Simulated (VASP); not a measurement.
# CdF2 (Fm-3m) in VASP: settings compared, part 2 of 2

VASP 6.6.1.

### 3 Relaxation of cell and atoms, PBE

INCAR reads:

```
PREC = Accurate
ENCUT = 600
EDIFF = 1E-7
ISMEAR = 0
SIGMA = 0.02
LREAL = False
LASPH = True
NELM = 60
ALGO = Normal
ISIF = 3
LWAVE = False
LCHARG = False
GGA = PE
IBRION = 2
NSW = 40
EDIFFG = -0.02
```

KPOINTS reads:

```
Automatic mesh
0
Gamma
  8 8 8
```

POSCAR reads:

```
CdF2
1.0
    0.0000000000      2.6940000000      2.6940000000
    2.6940000000      0.0000000000      2.6940000000
    2.6940000000      2.6940000000      0.0000000000
Cd F
1 2
Direct
    0.0000000000      0.0000000000      0.0000000000
    0.7500000000      0.7500000000      0.7500000000
    0.2500000000      0.2500000000      0.2500000000
```

Potentials or basis: VASP PAW PBE potentials, release 64 (Cd, F).

Launch:

```bash
cat potpaw_PBE.64/Cd/POTCAR potpaw_PBE.64/F/POTCAR > POTCAR
mpirun -np 1 vasp_std > vasp.out
```

Wall time 78 s (1 thread of Intel Xeon Platinum 8259CL at 2.50GHz (Skylake/Cascade Lake), shared host); peak memory 0.18 GiB.

The run converged. Its results:

| Quantity | Value |
| --- | --- |
| Free energy | -10.9030 eV |
| Relaxed volume | 13.79 Å³/atom |
| Relaxed cell | a = 3.882 Å, b = 3.882 Å, c = 3.882 Å, α = 60.00°, β = 60.00°, γ = 60.00° |
| Space group after relaxing (to 0.05 Å) | Fm-3m (No. 225) |
| Energy gained by relaxing | 13.4 meV/atom |
| Ionic steps | 3 |
| Pressure after relaxing | 0.0 GPa |
| Band gap on the k mesh | 2.87 eV, indirect (least direct gap 3.43 eV) |

The path:
```tsv
step	energy change (eV)	largest force (eV/Å)	pressure (GPa)	volume (Å³)
1	0.0000	0.0000	6.01	39.10
2	-0.0379	0.0000	-1.24	41.94
3	-0.0401	0.0000	0.01	41.36
```

Final structure:
```
CELL_PARAMETERS angstrom
0.00000 2.74481 2.74481
2.74481 0.00000 2.74481
2.74481 2.74481 0.00000
ATOMIC_POSITIONS crystal
Cd 0.00000 0.00000 0.00000
F 0.75000 0.75000 0.75000
F 0.25000 0.25000 0.25000
```

Levels at points of the mesh, in eV from the valence-band top:
```csv
k point,band 9,band 10,band 11,band 12,band 13,band 14,band 15,band 16,band 17
"(0.00, 0.00, 0.00)",-0.84,-0.84,-0.56,-0.56,-0.56,2.87,12.43,12.43,12.43
"(0.50, 0.00, 0.00)",-2.04,-1.64,-1.64,-0.43,-0.43,6.75,8.97,14.01,14.01
"(0.50, 0.50, 0.00)",-2.67,-2.67,-0.40,-0.08,-0.08,7.55,9.35,11.80,13.78
```

A k mesh can miss the band edges. PBE usually gives volumes a little too large and moduli too small.

### 4 Relaxation of cell and atoms, PBE+D3(BJ)

INCAR reads:

```
ALGO     = Normal         # electronic algorithm
EDIFF    = 1E-6           # SCF threshold, eV
EDIFFG   = -0.01          # ionic threshold
ENCUT    = 600            # plane-wave cutoff, eV
GGA      = PE             # functional
IBRION   = 2              # ionic algorithm
ISIF     = 3              # what is computed and relaxed
ISMEAR   = 0              # smearing method
IVDW     = 12             # dispersion correction
LASPH    = True           # aspherical terms in the spheres
LCHARG   = False          # write CHGCAR
LREAL    = False          # projectors in reciprocal space
LWAVE    = False          # write WAVECAR
NELM     = 60             # most SCF steps
NSW      = 40             # ionic steps
PREC     = Accurate       # precision mode
SIGMA    = 0.02           # smearing width, eV
```

KPOINTS reads:

```
k-points
0
Gamma
  8 8 8
```

POSCAR is that of step 3.

Launch:

```bash
cat potpaw_PBE.64/Cd/POTCAR potpaw_PBE.64/F/POTCAR > POTCAR
mpirun -np 1 vasp_std > vasp.out
```

Run time: 58 s. Hardware: 1 thread of Intel Xeon Platinum 8259CL at 2.50GHz (Skylake/Cascade Lake), shared host; peak memory 0.19 GiB.

The run converged. Its results:

```
Free energy                            : -11.3823 eV
Relaxed volume                         : 13.52 Å³/atom
Relaxed cell                           : a = 3.856 Å, b = 3.856 Å, c = 3.856 Å, α = 60.00°, β = 60.00°, γ = 60.00°
Space group after relaxing (to 0.05 Å) : Fm-3m (No. 225)
Energy gained by relaxing              : 5.7 meV/atom
Ionic steps                            : 3
Pressure after relaxing                : 0.0 GPa
Band gap on the k mesh                 : 2.94 eV, indirect (least direct gap 3.48 eV)
Dispersion energy per atom             : -0.161 eV
```

The path:
| step | energy change (eV) | largest force (eV/Å) | pressure (GPa) | volume (Å³) |
| --- | --- | --- | --- | --- |
| 1 | 0.0000 | 0.0000 | 3.95 | 39.10 |
| 2 | -0.0160 | 0.0000 | -0.94 | 40.95 |
| 3 | -0.0172 | 0.0000 | 0.01 | 40.55 |

Final structure:
```
Cd F
1.0
     0.00000    2.72680    2.72680
     2.72680    0.00000    2.72680
     2.72680    2.72680    0.00000
Cd F
1 2
Direct
  0.00000 0.00000 0.00000
  0.75000 0.75000 0.75000
  0.25000 0.25000 0.25000
```

Levels at points of the mesh, in eV from the valence-band top:
| k point | band 11 | band 12 | band 13 | band 14 | band 15 | band 16 |
| --- | --- | --- | --- | --- | --- | --- |
| (0.00, 0.00, 0.00) | -0.54 | -0.54 | -0.54 | 2.94 | 12.53 | 12.53 |
| (0.50, 0.00, 0.00) | -1.71 | -0.42 | -0.42 | 6.90 | 9.04 | 14.18 |
| (0.50, 0.50, 0.00) | -0.43 | -0.08 | -0.08 | 7.71 | 9.46 | 11.85 |

A k mesh can miss the band edges. Zero-point motion and thermal expansion aren't in these numbers.

### 5 Relaxation of cell and atoms, LDA

INCAR reads:

```
SYSTEM = CdF2
ALGO = Normal
EDIFF = 1E-7
EDIFFG = -0.01
ENCUT = 600
GGA = CA
IBRION = 2
ISIF = 3
ISMEAR = 0
LASPH = .TRUE.
LCHARG = .FALSE.
LREAL = .FALSE.
LWAVE = .FALSE.
NELM = 100
NSW = 60
PREC = Accurate
SIGMA = 0.02
```

KPOINTS reads:

```
k-points
0
G
  8 8 8
  0 0 0
```

POSCAR is that of step 4.

Potentials or basis: VASP PAW LDA potentials, release 64 (Cd, F).

Launch:

```bash
cat potpaw_LDA.64/Cd/POTCAR potpaw_LDA.64/F/POTCAR > POTCAR
mpirun -np 1 vasp_std > vasp.out
```

Run time: 86 s. Hardware: 1 thread of Intel Xeon Platinum 8375C at 2.90GHz (Ice Lake), shared host; peak memory 0.17 GiB.

Results (log left out):

```
Free energy                            : -12.7456 eV
Relaxed volume                         : 12.48 Å³/atom
Relaxed cell                           : a = 3.756 Å, b = 3.756 Å, c = 3.756 Å, α = 60.00°, β = 60.00°, γ = 60.00°
Space group after relaxing (to 0.05 Å) : Fm-3m (No. 225)
Energy gained by relaxing              : 8.8 meV/atom
Ionic steps                            : 3
Pressure after relaxing                : 0.0 GPa
Band gap on the k mesh                 : 2.95 eV, indirect (least direct gap 3.37 eV)
```

Step by step:
```
step  energy change (eV)  largest force (eV/Å)  pressure (GPa)  volume (Å³)
   1              0.0000                0.0000           -4.92        39.10
   2             -0.0228                0.0000            2.05        36.88
   3             -0.0265                0.0000            0.00        37.45
```

Final structure:
```cif
data_structure
_symmetry_space_group_name_H-M 'P 1'
_symmetry_Int_Tables_number 1
_cell_length_a 3.7556
_cell_length_b 3.7556
_cell_length_c 3.7556
_cell_angle_alpha 60.000
_cell_angle_beta 60.000
_cell_angle_gamma 60.000
_cell_volume 37.45
loop_
_atom_site_label
_atom_site_type_symbol
_atom_site_fract_x
_atom_site_fract_y
_atom_site_fract_z
_atom_site_occupancy
Cd1 Cd 0.00000 0.00000 0.00000 1
F1 F 0.75000 0.75000 0.75000 1
F2 F 0.25000 0.25000 0.25000 1
```

Levels at points of the mesh, in eV from the valence-band top:
| k point | band 11 | band 12 | band 13 | band 14 | band 15 | band 16 |
| --- | --- | --- | --- | --- | --- | --- |
| (0.00, 0.00, 0.00) | -0.42 | -0.42 | -0.42 | 2.95 | 12.50 | 12.50 |
| (0.50, 0.00, 0.00) | -2.07 | -0.35 | -0.35 | 7.27 | 8.93 | 14.51 |
| (0.50, 0.50, 0.00) | -0.61 | -0.10 | -0.10 | 8.10 | 9.57 | 11.53 |

### 6 Relaxation of cell and atoms, r2SCAN

INCAR reads:

```
SYSTEM = CdF2
ALGO = Normal
EDIFF = 1E-7
EDIFFG = -0.02
ENCUT = 600
IBRION = 2
ISIF = 3
ISMEAR = 0
LASPH = .TRUE.
LCHARG = .FALSE.
LMIXTAU = .TRUE.
LREAL = .FALSE.
LWAVE = .FALSE.
METAGGA = R2SCAN
NELM = 60
NSW = 60
PREC = Accurate
SIGMA = 0.02
```

KPOINTS is that of step 5.

POSCAR is that of step 5.

Potentials or basis: VASP PAW PBE potentials, release 64 (Cd, F).

Launch:

```bash
cat potpaw_PBE.64/Cd/POTCAR potpaw_PBE.64/F/POTCAR > POTCAR
mpirun -np 1 vasp_std > vasp.out
```

Run time: 2.2 min. Hardware: 1 thread of Intel Xeon 6975P-C (Granite Rapids), shared host; peak memory 0.18 GiB.

The run converged. Its results:

```
Free energy                            : -33.7249 eV
Relaxed volume                         : 13.13 Å³/atom
Relaxed cell                           : a = 3.819 Å, b = 3.819 Å, c = 3.819 Å, α = 60.00°, β = 60.00°, γ = 60.00°
Space group after relaxing (to 0.05 Å) : Fm-3m (No. 225)
Energy gained by relaxing              : 0.2 meV/atom
Ionic steps                            : 3
Pressure after relaxing                : 0.0 GPa
Band gap on the k mesh                 : 3.73 eV, indirect (least direct gap 4.24 eV)
```

The path:
| step | energy change (eV) | largest force (eV/Å) | pressure (GPa) | volume (Å³) |
| --- | --- | --- | --- | --- |
| 1 | 0.0000 | 0.0000 | 0.81 | 39.10 |
| 2 | -0.0006 | 0.0000 | -0.28 | 39.48 |
| 3 | -0.0007 | 0.0000 | 0.00 | 39.38 |

Final structure:
```xyz
3
Lattice="0.0000 2.7002 2.7002 2.7002 0.0000 2.7002 2.7002 2.7002 0.0000" Properties=species:S:1:pos:R:3 pbc="T T T"
Cd    0.0000    0.0000    0.0000
F     4.0504    4.0504    4.0504
F     1.3501    1.3501    1.3501
```

Levels at points of the mesh, in eV from the valence-band top:
| k point | band 10 | band 11 | band 12 | band 13 | band 14 | band 15 | band 16 | band 17 |
| --- | --- | --- | --- | --- | --- | --- | --- | --- |
| (0.00, 0.00, 0.00) | -0.97 | -0.51 | -0.51 | -0.51 | 3.73 | 13.58 | 13.58 | 13.58 |
| (0.50, 0.00, 0.00) | -1.82 | -1.82 | -0.41 | -0.41 | 7.93 | 9.68 | 15.53 | 15.53 |
| (0.50, 0.50, 0.00) | -2.93 | -0.50 | -0.09 | -0.09 | 8.82 | 10.51 | 12.17 | 15.24 |

Caveat: the PAW data sets were made with another functional, which shifts forces and pressure a little. A k mesh can miss the band edges.

### 7 Summary

```tsv
task	level	potentials or basis	spin	cell	k mesh	cutoff (eV)	grid for exact exchange (PRECFOCK)	screening parameter	gap on the mesh (eV)	pressure (GPa)	relaxed volume (Å³/atom)
single point	HSE06	VASP PAW PBE potentials, release 64 (Cd, F)	SOC, no magnetisation	as given	6 × 6 × 6	520	Fast	0.2 1/A	-	2.6	-
relaxation of cell and atoms	PBE	VASP PAW PBE potentials, release 64 (Cd, F)	off	relaxed	8 × 8 × 8	600	-	-	2.87	0.0	13.79
relaxation of cell and atoms	PBE+D3(BJ)	VASP PAW PBE potentials, release 64 (Cd, F)	off	relaxed	8 × 8 × 8	600	-	-	2.94	0.0	13.52
relaxation of cell and atoms	LDA	VASP PAW LDA potentials, release 64 (Cd, F)	off	relaxed	8 × 8 × 8	600	-	-	2.95	0.0	12.48
relaxation of cell and atoms	r2SCAN	VASP PAW PBE potentials, release 64 (Cd, F)	off	relaxed	8 × 8 × 8	600	-	-	3.73	0.0	13.13
```

Alike in all rows: smearing gaussian 0.02 eV.

Caveats: the PAW data sets were made with another functional, which shifts forces and pressure a little (some runs).

Total energies depend on the potentials used, so only differences within one code and one set of settings carry meaning.
